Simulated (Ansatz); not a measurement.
# SiC: the cost of one run

Program: Ansatz 0.2.0. Level of theory: DFT PBEsol, scalar-relativistic. These are calculated values, not measurements.

### Step 1. The starting structure

The structure is hexagonal, space group P6_3mc (No. 186). Conventional cell: a = 3.076 Å, b = 3.076 Å, c = 5.048 Å, α = 90.00°, β = 90.00°, γ = 120.00°. Si (site symmetry 3m) is surrounded by 4 C at 1.87 to 1.94 Å. C (site symmetry 3m) is surrounded by 4 Si at 1.87 to 1.94 Å.

As a file:

```xyz
4
Lattice="3.0760 0.0000 0.0000 -1.5380 2.6639 0.0000 0.0000 0.0000 5.0480" Properties=species:S:1:pos:R:3 pbc="T T T"
Si    0.0000    1.7759    0.0000
Si    1.5380    0.8880    2.5240
C     0.0000    1.7759    1.9435
C     1.5380    0.8880    4.4675
```

Atoms are numbered in the order of the input: Si1, Si2, C3, C4.

### Step 2. The deformed structure

Space group P6_3mc before, P6_3mc after.

### Step 3. Full-potential LAPW

input.yaml reads:

```yaml
crystal:
  lattice:
    - [3.0759982064, 0.0, 0.0]
    - [-1.5379991032, 2.6638925888, 0.0]
    - [0.0, 0.0, 4.94704]
  atoms:
    - { symbol: Si, position: [0.3333333333, 0.6666666667, 0.0] }
    - { symbol: Si, position: [0.6666666667, 0.3333333333, 0.5] }
    - { symbol: C, position: [0.3333333333, 0.6666666667, 0.385] }
    - { symbol: C, position: [0.6666666667, 0.3333333333, 0.885] }
kpoints:
  mp_grid: { grid: [15, 15, 8] }
  band_path:
    path:
      - [0.0, 0.0, 0.0]
      - [0.5, 0.0, 0.0]
      - [0.3333333333, 0.3333333333, 0.0]
      - [0.0, 0.0, 0.0]
      - [0.0, 0.0, 0.5]
      - [0.5, 0.0, 0.5]
      - [0.3333333333, 0.3333333333, 0.5]
      - [0.0, 0.0, 0.5]
      - [0.5, 0.0, 0.5]
    npoints: 5
scf:
  occupations: { method: fermi_dirac, width: 0.08 }
hamiltonian:
  xc: pbesol
  pseudopotentials: { kind: all_electron, lapw: { basis_error: 0.001 } }
output:
  forces: true
  stress: true
  eigenvalues: true
```

Command:

```sh
$ ansatz run input.yaml --threads 1 --pin off --max-ram 4096MiB --backend cpu --events-out ev --progress --plain --runs-dir out
```

**Question.** How long does this run take on 1 thread of Intel Xeon Platinum 8259CL at 2.50GHz (Skylake/Cascade Lake), shared host, and how much memory does it need?

About 73 s, with a peak of 0.59 GiB.
